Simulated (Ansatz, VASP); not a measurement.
**Two plane-wave programs on Sn**

File INCAR:

```
SYSTEM = Sn
PREC = Accurate
ENCUT = 520
EDIFF = 1E-7
ISMEAR = -1
SIGMA = 0.05
LREAL = .False.
LASPH = .True.
NELM = 60
ALGO = Normal
ISIF = 2
LWAVE = .False.
LCHARG = .False.
GGA = PE
NBANDS = 13
```

The input KPOINTS:

```
Automatic mesh
0
Gamma
  10 10 10
  0 0 0
```

The input POSCAR:

```
Sn
1.0
   -1.8819356520      1.8819356520      1.8819356520
    1.8819356520     -1.8819356520      1.8819356520
    1.8819356520      1.8819356520     -1.8819356520
Sn
1
Direct
    0.0000000000      0.0000000000      0.0000000000
```

Contents of input.yaml:

```yaml
crystal:
  lattice:
    - [-1.881935652, 1.881935652, 1.881935652]
    - [1.881935652, -1.881935652, 1.881935652]
    - [1.881935652, 1.881935652, -1.881935652]
  atoms:
    - { symbol: Sn, position: [0.0, 0.0, 0.0] }
hamiltonian:
  xc: pbe
  pseudopotentials: { kind: paw }
kpoints:
  mp_grid: { grid: [10, 10, 10] }
scf:
  occupations: { method: fermi_dirac, width: 0.05 }
output:
  forces: true
  stress: true
  eigenvalues: true
```

Change from the starting cell: volume scaled by 0.98.

Alike in both runs: task single point; functional PBE; k mesh 10 × 10 × 10; occupations fermi-dirac, width 0.05 eV; no spin polarisation.

|  | VASP | Ansatz |
| --- | --- | --- |
| version | VASP 6.6.1 | Ansatz 0.2.0 |
| potentials or method | VASP PAW PBE potentials, release 64 (Sn_d) | Ansatz PAW |
| plane-wave cutoff (eV) | 520 | 420 |
| valence electrons in the cell | 14 | 14 |

|  | VASP | Ansatz | Ansatz less VASP |
| --- | --- | --- | --- |
| gap on the k mesh at the Fermi level (eV) | none | none | - |
| pressure (GPa) | 1.6 | 1.6 | +0.06 |

A gap of «none» marks a metal or a gap that the smearing closes.
